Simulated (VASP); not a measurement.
## Sb: vibrations by finite differences with PBE+D4

Sb:

```
Sb
1.0
     2.16280    1.24869    3.68373
    -2.16280    1.24869    3.68373
     0.00000   -2.49739    3.68373
Sb
2
Direct
  0.23612 0.23612 0.23612
  0.76388 0.76388 0.76388
```

```json
{
 "Program": "VASP 6.6.1",
 "Task": "vibrations by finite differences",
 "Functional": "PBE",
 "Dispersion": "D4",
 "Potentials or basis": "VASP PAW PBE potentials, release 64 (Sb)",
 "Cutoff": "520 eV",
 "k mesh": "9 × 9 × 9",
 "Occupations": "gaussian, width 0.02 eV",
 "Spin": "no spin polarisation"
}
```

| Item | Value |
| --- | --- |
| Highest phonon frequency at Γ | 144 cm⁻¹ |
| Dispersion energy per atom | -0.516 eV |

Phonon frequencies in cm⁻¹ (negative: imaginary):
| q point | frequencies |
| --- | --- |
| (0.000, 0.000, 0.000) | 0 0 0 92 92 144 |

It took 110 s on 1 thread of Intel(R) Xeon(R) 6975P-C (Granite Rapids) (shared host), peak memory 0.43 GiB.

The run has no spin-orbit coupling, so splittings on Sb are missing.
